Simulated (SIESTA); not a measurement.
Here is a SIESTA 5.4.2 calculation.

Contents of GaN.fdf:

```
SystemName                      GaN
SystemLabel                     GaN
NumberOfSpecies                 2
NumberOfAtoms                   2
%block ChemicalSpeciesLabel
  1  31 Ga
  2   7 N
%endblock ChemicalSpeciesLabel

LatticeConstant                 1.0 Ang
%block LatticeVectors
     0.0000000000     2.2535006075     2.2535006075
     2.2535006075     0.0000000000     2.2535006075
     2.2535006075     2.2535006075     0.0000000000
%endblock LatticeVectors
AtomicCoordinatesFormat         Fractional
%block AtomicCoordinatesAndAtomicSpecies
     0.0000000000     0.0000000000     0.0000000000  1  Ga
     0.2500000000     0.2500000000     0.2500000000  2  N
%endblock AtomicCoordinatesAndAtomicSpecies

%block kgrid.MonkhorstPack
    8   0   0  0.0
    0   8   0  0.0
    0   0   8  0.0
%endblock kgrid.MonkhorstPack
XC.Functional                   GGA
XC.Authors                      PBE
PAO.BasisSize                   DZP
PAO.EnergyShift                 0.002 Ry
Mesh.Cutoff                     1200 Ry
OccupationFunction              FD
ElectronicTemperature           0.05 eV
MaxSCFIterations                120
SCF.MustConverge                false
SCF.Mixer.Method                Pulay
SCF.Mixer.Weight                0.25
SCF.Mixer.History               8
SCF.DM.Tolerance                5.0e-05
SCF.H.Tolerance                 1.0e-03 eV
WriteForces                     true
Charge.Mulliken                 end
MD.TypeOfRun                    Broyden
MD.Steps                        40
MD.MaxForceTol                  0.01 eV/Ang
MD.MaxDispl                     0.1 Ang
WriteCoorStep                   true
AtomCoorFormatOut               Fractional
MD.VariableCell                 true
MD.MaxStressTol                 0.05 GPa
%block PAO.Basis
  Ga 4
  n=4 0 2
    6.858 0.000
  n=4 1 2
    9.500 0.000
  n=3 2 1
    3.752
  n=4 2 1
    9.500
%endblock PAO.Basis
```

Potentials or basis: PseudoDojo 0.4 standard (PBE files), DZP (energy shift 0.002 Ry; radii capped at 9.5 bohr).

Run with:

```bash
$ siesta < GaN.fdf > GaN.out 2>&1
```

**Question.** Predict the space group after relaxing (to 0.05 Å).

**Answer.** F-43m (No. 216).

**Question.** What does it give for the relaxed cell?

**Answer.** a = 3.236 Å, b = 3.236 Å, c = 3.236 Å, α = 60.00°, β = 60.00°, γ = 60.00°.

Final structure:
```
CELL_PARAMETERS angstrom
0.00001 2.28842 2.28842
2.28842 0.00001 2.28842
2.28842 2.28842 0.00001
ATOMIC_POSITIONS crystal
Ga 0.00000 0.00000 0.00000
N 0.25000 0.25000 0.25000
```

Caveat: semicore shells carry a single zeta, which can move pressures by several GPa and volumes by a few percent; the basis of atomic orbitals isn't converged, which shifts pressures, moduli and gaps.
